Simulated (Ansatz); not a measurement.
**SnSe2: how the settings move a single-point run**

Aim: see which settings change the result for SnSe2, by how much, and at what cost. The cell is built on a prototype (fluorite) and needn't be the phase found in nature.

Computed with Ansatz 0.2.0 (reference: DFT, PBEsol, plane waves, PAW, unless a step's input says otherwise).

2 further runs of the same task are left out: 2 that didn't finish.

### Step 1. Starting point

The structure is cubic, space group Fm-3m (No. 225). The conventional cell has a = 6.814 Å, b = 6.814 Å, c = 6.814 Å, α = 90.00°, β = 90.00°, γ = 90.00°. Sn (site symmetry m-3m) has 8 Se at 2.95 Å as nearest neighbours. Se (site symmetry -43m) has 4 Sn at 2.95 Å as nearest neighbours.

Structure file:

```
CELL_PARAMETERS angstrom
0.00000 3.40686 3.40686
3.40686 0.00000 3.40686
3.40686 3.40686 0.00000
ATOMIC_POSITIONS crystal
Sn 0.00000 0.00000 0.00000
Se 0.25000 0.25000 0.25000
Se 0.75000 0.75000 0.75000
```

### Step 2. Baseline

File input.yaml:

```yaml
crystal:
  lattice:
    - [0.0, 3.4068553633, 3.4068553633]
    - [3.4068553633, 0.0, 3.4068553633]
    - [3.4068553633, 3.4068553633, 0.0]
  atoms:
    - { symbol: Sn, position: [0.0, 0.0, 0.0] }
    - { symbol: Se, position: [0.25, 0.25, 0.25] }
    - { symbol: Se, position: [0.75, 0.75, 0.75] }
kpoints:
  mp_grid: { grid: [4, 4, 4] }
hamiltonian:
  xc: pbesol
scf:
  occupations: { method: fermi_dirac, width: 0.02 }
  n_extra_bands: 4
output:
  forces: true
  stress: true
  eigenvalues: true
```

Launch:

```
ansatz run input.yaml --threads 4 --pin off --max-ram 3686MiB --backend cpu --events-out ev --progress --plain --runs-dir out
```

### Step 3. Changing settings: occupations.method methfessel_paxton, occupations.width 0.001

Changes to input.yaml since step 2:

```diff
@@ -14,3 +14,3 @@
 scf:
-  occupations: { method: fermi_dirac, width: 0.02 }
+  occupations: { method: methfessel_paxton, width: 0.001 }
   n_extra_bands: 4
```

### Step 4. Changed: exchange pbe, correlation pbe, coeff 0.1, omega 0.5

Changes to input.yaml since step 2:

```diff
@@ -12,3 +12,3 @@
 hamiltonian:
-  xc: pbesol
+  xc: { exchange: pbe, correlation: pbe, exx: { coeff: 0.1, omega: 0.5 } }
 scf:
```

### Step 5. Changed: exchange pbe, correlation pbe, coeff 0.05

Changes to input.yaml since step 2:

```diff
@@ -12,3 +12,3 @@
 hamiltonian:
-  xc: pbesol
+  xc: { exchange: pbe, correlation: pbe, exx: { coeff: 0.05 } }
 scf:
```

### Step 6. Changed: exchange pbe, correlation pbe, coeff 0.35, omega 0.3

Changes to input.yaml since step 2:

```diff
@@ -12,3 +12,3 @@
 hamiltonian:
-  xc: pbesol
+  xc: { exchange: pbe, correlation: pbe, exx: { coeff: 0.35, omega: 0.3 } }
 scf:
```

### Step 7. Changing settings: exchange pbe, correlation pbe, coeff 0.3, omega 0.3

Changes to input.yaml since step 2:

```diff
@@ -12,3 +12,3 @@
 hamiltonian:
-  xc: pbesol
+  xc: { exchange: pbe, correlation: pbe, exx: { coeff: 0.3, omega: 0.3 } }
 scf:
```

Q: Predict the outcome of this session. Wanted: for each run, ending; energy change; pressure; gap; force.

As calculated:

| run | ending | energy change | pressure (GPa) | gap (eV) | force (eV/Å) | cycles | time |
| --- | --- | --- | --- | --- | --- | --- | --- |
| reference | converged | 0 | -1.2 | 0.00 | 0.00 | 9 | 1.2 s |
| 1: occupations.method methfessel_paxton, occupations.width 0.001 | converged | +1.5 meV/atom (σ→0) | -1.1 | 0.00 | 0.00 | 36 | 2.7 s |
| 2: exchange pbe, correlation pbe, coeff 0.1, omega 0.5 | converged | not comparable | 0.9 | 0.00 | 0.00 | 18 | 18 s |
| 3: exchange pbe, correlation pbe, coeff 0.05 | converged | not comparable | 0.8 | 0.00 | 0.00 | 25 | 19 s |
| 4: exchange pbe, correlation pbe, coeff 0.35, omega 0.3 | converged | not comparable | -1.7 | 0.00 | 0.00 | 21 | 20 s |
| 5: exchange pbe, correlation pbe, coeff 0.3, omega 0.3 | converged | not comparable | -1.2 | 0.00 | 0.00 | 21 | 20 s |

Residual by cycle in the longest SCF loop of each run; runs are numbered as in the table. The quantity is the density residual dr2, in eV.

| cycle | reference | run 1 | run 2 | run 3 | run 4 | run 5 |
| --- | --- | --- | --- | --- | --- | --- |
| 1 | 0.00633 | 0.00995 | 0.00528 | 0.00555 | 0.00379 | 0.00404 |
| 4 | 3.6e-4 | 0.00567 | 6.6e-6 | 6.4e-6 | 1.9e-5 | 2.9e-5 |
| 7 | 3.0e-6 | 0.00331 | 3.5e-9 | 1.2e-9 | 1.6e-9 | 4.3e-9 |
| 11 | - | 0.00224 | - | - | - | - |
| 14 | - | 0.00154 | - | - | - | - |
| 17 | - | 0.00102 | - | - | - | - |
| 20 | - | 5.7e-4 | - | - | - | - |
| 23 | - | 3.1e-4 | - | - | - | - |
| 26 | - | 5.1e-5 | - | - | - | - |
| 30 | - | 6.0e-6 | - | - | - | - |
| 33 | - | 9.7e-7 | - | - | - | - |
| 36 | - | 4.5e-8 | - | - | - | - |

What this shows: «occupations.method methfessel_paxton, occupations.width 0.001» moves the energy by +1.5 meV/atom. Semilocal functionals close small gaps, so the missing gap need not be the real solid's. Of the variants the dearest is «exchange pbe, correlation pbe, coeff 0.35, omega 0.3» (20 s), the cheapest «occupations.method methfessel_paxton, occupations.width 0.001» (2.7 s), on a shared host.
